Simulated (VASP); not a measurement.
# Pd (Fmmm) in VASP: notebook

One crystal, Pd, is run at these levels: r2SCAN; tasks: single point, relaxation of cell and atoms.

Everything below comes from runs of VASP 6.6.1. Logs are shortened: lines on timing, memory, paths and dates and some standing lists are left out, and cuts for length are marked.

## 1. The crystal as given

Symmetry: Fmmm, No. 69, orthorhombic system. Conventional cell: a = 3.742 Å, b = 3.794 Å, c = 9.150 Å, α = 90.00°, β = 90.00°, γ = 90.00°. Pd (site symmetry mm2) has 9 Pd at 2.53 to 2.79 Å as nearest neighbours.

The cell was built by a generator and needn't be a form met in nature.

## 2. Single point, r2SCAN

File POSCAR:

```
Pd
1.0
    0.0000000000      1.8971645887      4.5751472180
    1.8710628131      0.0000000000      4.5751472180
    1.8710628131      1.8971645887      0.0000000000
Pd
2
Direct
    0.1383227851      0.1383227851      0.8616772149
    0.8616772149      0.8616772149      0.1383227851
```

File INCAR.step1:

```
SYSTEM = Pd
  PREC = Accurate
  ENCUT = 520
  ISMEAR = 0
  SIGMA = 0.1
  LREAL = .FALSE.
  LASPH = .TRUE.
  NELM = 100
  NBANDS = 17
  GGA = PE
  ALGO = Normal
  EDIFF = 1E-4
  LWAVE = .TRUE.
  LCHARG = .FALSE.
```

File INCAR.step2:

```
SYSTEM = Pd
  PREC = Accurate
  ENCUT = 520
  EDIFF = 1E-6
  ISMEAR = 0
  SIGMA = 0.1
  LREAL = .FALSE.
  LASPH = .TRUE.
  NELM = 100
  ALGO = Normal
  ISIF = 2
  LWAVE = .FALSE.
  LCHARG = .FALSE.
  METAGGA = R2SCAN
  LMIXTAU = .TRUE.
  NBANDS = 17
  ISTART = 1
```

File KPOINTS:

```
regular mesh
0
G
  6 6 6
  0 0 0
```

Potentials or basis: VASP PAW PBE potentials, release 64 (Pd).

Run with:

```
cat potpaw_PBE.64/Pd/POTCAR > POTCAR
cp INCAR.step1 INCAR
mpirun -np 1 vasp_std > vasp.out
cp INCAR.step2 INCAR
mpirun -np 1 vasp_std > vasp.out
```

OUTCAR:

```text
SYSTEM = Pd
   PREC = Accurate
   ENCUT = 520
   EDIFF = 1E-6
   ISMEAR = 0
   LREAL = .FALSE.
   LASPH = .TRUE.
   NELM = 100
   ISIF = 2
   METAGGA = R2SCAN
   ISTART = 1

 ion  position               nearest neighbor table
   1  0.138  0.138  0.862-   2 2.53   2 2.77   2 2.77   2 2.79   2 2.79
   2  0.862  0.862  0.138-   1 2.53   1 2.77   1 2.77   1 2.79   1 2.79

  LATTYP: Found a face centered orthorhombic cell.
 ALAT       =     3.7421256262
 B/A-ratio  =     1.0139502402
 C/A-ratio  =     2.4452130554

  Lattice vectors:

 A1 = (   0.0000000000,   1.8971645887,   4.5751472180)
 A2 = (   1.8710628131,   0.0000000000,   4.5751472180)
 A3 = (   1.8710628131,   1.8971645887,   0.0000000000)

Analysis of symmetry for initial positions (statically):
=====================================================================
 Subroutine PRICEL returns:
 Original cell was already a primitive cell.

 Routine SETGRP: Setting up the symmetry group for a
 face centered orthorhombic supercell.

 Subroutine GETGRP returns: Found  8 space group operations
 (whereof  8 operations were pure point group operations)
 out of a pool of  8 trial point group operations.

The static configuration has the point symmetry D_2h.

Analysis of symmetry for dynamics (positions and initial velocities):
=====================================================================
 Subroutine PRICEL returns:
 Original cell was already a primitive cell.

 Routine SETGRP: Setting up the symmetry group for a
 face centered orthorhombic supercell.

 Subroutine GETGRP returns: Found  8 space group operations
 (whereof  8 operations were pure point group operations)
 out of a pool of  8 trial point group operations.

The dynamic configuration has the point symmetry D_2h.

 Subroutine INISYM returns: Found  8 space group operations
 (whereof  8 operations are pure point group operations),
 and found     1 'primitive' translations

----------------------------------------------------------------------------------------

                                     Primitive cell

  volume of cell :      32.4809

  direct lattice vectors                    reciprocal lattice vectors
     0.000000000  1.897164589  4.575147218    -0.267227800  0.263551198  0.109286101
     1.871062813  0.000000000  4.575147218     0.267227800 -0.263551198  0.109286101
     1.871062813  1.897164589  0.000000000     0.267227800  0.263551198 -0.109286101

  length of vectors
     4.952898701  4.942959449  2.664603071     0.390913524  0.390913524  0.390913524

  position of ions in fractional coordinates (direct lattice)
     0.138322785  0.138322785  0.861677215
     0.861677215  0.861677215  0.138322785

  ion indices of the primitive-cell ions
   primitive index   ion index
                 1           1
                 2           2

----------------------------------------------------------------------------------------

 KPOINTS: regular mesh

Automatic generation of k-mesh.
 Grid dimensions read from file:
 generate k-points for:    6    6    6

 Generating k-lattice:

  Cartesian coordinates                     Fractional coordinates (reciprocal lattice)
    -0.044537967  0.043925200  0.018214350     0.166666667  0.000000000  0.000000000
     0.044537967 -0.043925200  0.018214350     0.000000000  0.166666667 -0.000000000
     0.044537967  0.043925200 -0.018214350     0.000000000 -0.000000000  0.166666667

  Length of vectors
     0.065152254  0.065152254  0.065152254

  Shift w.r.t. Gamma in fractional coordinates (k-lattice)
     0.000000000  0.000000000  0.000000000

 Subroutine IBZKPT returns following result:
 ===========================================

 Found     46 irreducible k-points:

 Following reciprocal coordinates:
            Coordinates               Weight
  0.000000  0.000000  0.000000      1.000000
  0.166667  0.000000  0.000000      8.000000
  0.333333 -0.000000  0.000000      8.000000
  0.500000 -0.000000 -0.000000      4.000000
  0.166667  0.166667  0.000000      2.000000
  0.333333  0.166667  0.000000      8.000000
[... 16 lines left out ...]
 -0.166667  0.166667  0.166667      8.000000
  0.500000  0.333333  0.166667      4.000000
 [... further k-points ...]
   k-points           NKPTS =     46   k-points in BZ     NKDIM =     46   number of bands    NBANDS=     17
   number of dos      NEDOS =    301   number of ions     NIONS =      2
   total plane-waves  NPLWV =  32000
   dimension x,y,z NGX =    40 NGY =   40 NGZ =   20
   dimension x,y,z NGXF=    80 NGYF=   80 NGZF=   40
   ions per type =               2
   NGX,Y,Z   is equivalent  to a cutoff of  13.43, 13.45, 12.48 a.u.
   NGXF,Y,Z  is equivalent  to a cutoff of  26.85, 26.91, 24.96 a.u.
 SYSTEM =  Pd
   PREC   = accura    normal or accurate (medium, high low for compatibility)
   ISTART =      1    job   : 0-new  1-cont  2-samecut
   ICHARG =      0    charge: 1-file 2-atom 10-const
   ISPIN  =      1    spin polarized calculation?
   LNONCOLLINEAR =      F non collinear calculations
   LSORBIT =      F    spin-orbit coupling
   LASPH  =      T    aspherical Exc in radial PAW
   ENCUT  =  520.0 eV  38.22 Ry    6.18 a.u.   9.21  9.19  4.95*2*pi/ulx,y,z
   NELM   =    100;   NELMIN=  2; NELMDL=  0     # of ELM steps
   EDIFF  = 0.1E-05   stopping-criterion for ELM
   LREAL  =      F    real-space projection
   EDIFFG = 0.1E-04   stopping-criterion for IOM
   NSW    =      0    number of steps for IOM
   IBRION =     -1    ionic relax: 0-MD 1-quasi-New 2-CG
   NFREE  =      0    steps in history (QN), initial steepest desc. (CG)
   ISIF   =      2    stress and relaxation
   ISYM   =      2    0-nonsym 1-usesym 2-fastsym
   POTIM  = 0.5000    time-step for ionic-motion
   TEBEG  =    0.0;   TEEND  =   0.0 temperature during run
   PSTRESS=    0.0 pullay stress
   NELECT =      20.0000    total number of electrons
   NUPDOWN=      -1.0000    fix difference up-down
   EMIN   =  10.00;   EMAX   =-10.00  energy-range for DOS
   EFERMI =   0.00;   METHOD = LEGACY
   ISMEAR =     0;   SIGMA  =   0.10  broadening in eV -4-tet -1-fermi 0-gaus
   EFERMI_NEDOS =   21; number of points for ismear=-14 and -15
   IALGO  =     38    algorithm
   IMIX   =      4    mixing-type and parameters
     AMIX     =   0.40;   BMIX     =  1.00
     AMIX_MAG =   1.60;   BMIX_MAG =  1.00
  volume/ion in A,a.u.               =      16.24       109.60
  Fermi-wavevector in a.u.,A,eV,Ry     =   1.392757  2.631929 26.392201  1.939772
  Thomas-Fermi vector in A             =   2.516469
   LORBIT       =      0    0 simple, 1 ext, 2 COOP (PROOUT), +10 PAW based schemes
   METAGGA = R2SCAN    functional components
   LHFCALC =     F    Hartree Fock is set to
   AEXX    =    0.0000 exact exchange contribution
   IVDW    =     0    specifies the selected vdW correction
   LEPSILON=     F    determine dielectric tensor
   LRPA    =     F    only Hartree local field effects (RPA)
 non-spin polarized calculation
 Gauss-broadening in eV      SIGMA  =   0.10
  energy-cutoff  :      520.00
  volume of cell :       32.48
 maximum number of plane-waves:       886
 NGX is ok and might be reduce to    40
   NGX = 19   NGY = 19   NGZ =  9

 number of electron      19.9999999 magnetization

 Free energy of the ion-electron system (eV)
  ---------------------------------------------------
  ext. energy  EPLUGINS =         0.00000000
  ---------------------------------------------------
  free energy    TOTEN  =       -45.37507676 eV

  energy without entropy =      -45.36328915  energy(sigma->0) =      -45.36918296

 E-fermi :   8.1845     XC(G=0): -13.3243

 val. band max:        8.1786117546   @ k =   0.5000  -0.3333   0.1667
 cond. band min:       8.2102898922   @ k =  -0.3333   0.5000   0.1667
 fundamental gap:      0.0316781376
 Fermi energy:         8.1845407877

 k-point     1 :       0.0000    0.0000    0.0000
  band No.  band energies     occupation
      1       1.6796      2.00000
      2       3.6173      2.00000
      3       3.6507      2.00000
      4       4.2792      2.00000
      5       4.7658      2.00000
      6       6.6905      2.00000
[... 9 lines left out ...]
     16      27.9410      0.00000
     17      28.1105      0.00000

 k-point     2 :       0.1667    0.0000    0.0000
  band No.  band energies     occupation
      1       2.3877      2.00000
      2       3.7534      2.00000
      3       4.2751      2.00000
      4       4.5581      2.00000
      5       5.1665      2.00000
      6       5.8569      2.00000
[... 9 lines left out ...]
     16      27.5509      0.00000
     17      28.8570      0.00000

 k-point     3 :       0.3333   -0.0000    0.0000
  band No.  band energies     occupation
      1       3.4383      2.00000
      2       3.8586      2.00000
      3       4.3165      2.00000
      4       4.8968      2.00000
      5       5.8442      2.00000
      6       6.3284      2.00000
[... 9 lines left out ...]
     16      27.2929      0.00000
     17      28.4717      0.00000

 k-point     4 :       0.5000   -0.0000   -0.0000
  band No.  band energies     occupation
      1       3.3839      2.00000
      2       3.7333      2.00000
      3       4.4056      2.00000
      4       4.8912      2.00000
      5       6.1581      2.00000
      6       6.2368      2.00000
[... 9 lines left out ...]
     16      24.7296      0.00000
     17      27.3901      0.00000
[... 343 lines left out ...]
      1       3.5295      2.00000
      2       4.1137      2.00000
      3       4.7256      2.00000
      4       5.0952      2.00000
      5       5.3935      2.00000
      6       5.7779      2.00000
[... 9 lines left out ...]
     16      25.2945      0.00000
     17      26.1518      0.00000

 k-point    23 :      -0.1667    0.1667    0.1667
  band No.  band energies     occupation
      1       3.7120      2.00000
      2       4.3409      2.00000
      3       4.6791      2.00000
      4       5.0045      2.00000
      5       5.3086      2.00000
      6       6.0612      2.00000
[... 9 lines left out ...]
     16      24.7449      0.00000
     17      25.8359      0.00000

 k-point    24 :       0.5000    0.3333    0.1667
  band No.  band energies     occupation
      1       3.6151      2.00000
      2       3.9116      2.00000
      3       4.2000      2.00000
      4       4.8650      2.00000
      5       5.1759      2.00000
      6       5.5876      2.00000
[... 9 lines left out ...]
     16      26.4574      0.00000
     17      26.7193      0.00000

 [... further k-points ...]

------------------------ aborting loop because EDIFF is reached ----------------------------------------

  FORCE on cell =-STRESS in cart. coord.  units (eV):
  Direction    XX          YY          ZZ          XY          YZ          ZX
  --------------------------------------------------------------------------------------
  -------------------------------------------------------------------------------------
  Total        0.1435203      0.1091853      0.0765206      0.0000000      0.0000000      0.0000000
  in kB        7.0793863      5.3857493      3.7745073      0.0000000      0.0000000      0.0000000
  external PRESSURE =       5.4132143 kB  Pullay stress =       0.0000000 kB

 VOLUME and BASIS-vectors are now :
 -----------------------------------------------------------------------------
  energy-cutoff  :      520.00
  volume of cell :       32.48
      direct lattice vectors                 reciprocal lattice vectors
     0.000000000  1.897164589  4.575147218    -0.267227800  0.263551198  0.109286101
     1.871062813  0.000000000  4.575147218     0.267227800 -0.263551198  0.109286101
     1.871062813  1.897164589  0.000000000     0.267227800  0.263551198 -0.109286101

 POSITION                                       TOTAL-FORCE (eV/Angst)
 -----------------------------------------------------------------------------------
      1.87106      1.89716      1.26569         0.000000      0.000000      0.001518
      1.87106      1.89716      7.88460         0.000000      0.000000     -0.001518
 -----------------------------------------------------------------------------------
    total drift:                                0.000000      0.000000     -0.000000

  FREE ENERGIE OF THE ION-ELECTRON SYSTEM (eV)
  ---------------------------------------------------
  free  energy   TOTEN  =       -45.3750767571 eV

  energy  without entropy=      -45.3632891532  energy(sigma->0) =      -45.36918296
```

Wall time 82 s (1 thread of Intel Xeon Platinum 8488C (Sapphire Rapids), shared host); peak memory 0.18 GiB.

Results:

```yaml
Free_energy: -45.3751 eV
Pressure: 0.5 GPa
Band_gap_on_the_k_mesh: none (metal or under the smearing width)
```

Caveat: the k mesh is coarse (spacing up to 0.41 Å⁻¹), so the values aren't converged; the PAW data sets were made with another functional, which shifts forces and pressure a little.

(Part 1 of 2 ends here.)
